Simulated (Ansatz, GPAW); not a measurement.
# InSe: 3 runs at one level of theory

```xyz
4
Lattice="5.8264 -2.0546 0.0000 5.8264 2.0546 0.0000 -1.7232 0.0000 4.7713" Properties=species:S:1:pos:R:3 pbc="T T T"
In   10.2693    0.0000    0.2235
In   -0.3398    0.0000    4.5479
Se    6.5489    0.0000    3.1918
Se    3.3807    0.0000    1.5795
```

The cell comes from a database or a generator and needn't be the stable form of this composition.

Alike in all runs: task single point; functional PBEsol; k mesh 7 × 7 × 6; occupations fermi-dirac, width 0.05 eV; no spin polarisation; no spin-orbit coupling. Pressure is positive in compression and, in plane waves, holds the error of the finite cutoff, which Ansatz's Pulay term estimates and takes out.

| program and potentials | plane-wave cutoff (eV) | notes | pressure (GPa) | largest force (eV/Å) |
| --- | --- | --- | --- | --- |
| Ansatz, Ansatz PAW | 420 | potentials made for PBE, which Ansatz adapts in part; 14.5 valence electrons an atom on average; Pulay term of +0.03 GPa included | -1.16 | 0.066 |
| GPAW, PAW data sets generated for this functional | 600 | 9.5 valence electrons an atom on average | -1.38 | 0.036 |
| Ansatz, all-electron LAPW, scalar-relativistic | - | - | -1.15 | 0.067 |

Force on atom 3 (Se), eV/Å:

```json
{"program and potentials": "Ansatz, Ansatz PAW", "x": "0.011", "y": "0.000", "z": "-0.065"}
{"program and potentials": "GPAW, PAW data sets generated for this functional", "x": "0.012", "y": "0.000", "z": "-0.034"}
{"program and potentials": "Ansatz, all-electron LAPW, scalar-relativistic", "x": "0.011", "y": "0.000", "z": "-0.066"}
```

The pressure spans -1.38 (GPAW, PAW data sets generated for this functional) to -1.15 GPa (Ansatz, all-electron LAPW, scalar-relativistic), with all-electron results at -1.15.

The functional is the same throughout but for its coding, so the spread measures potentials, basis and numerics; runs on potential files found faulty are left out.
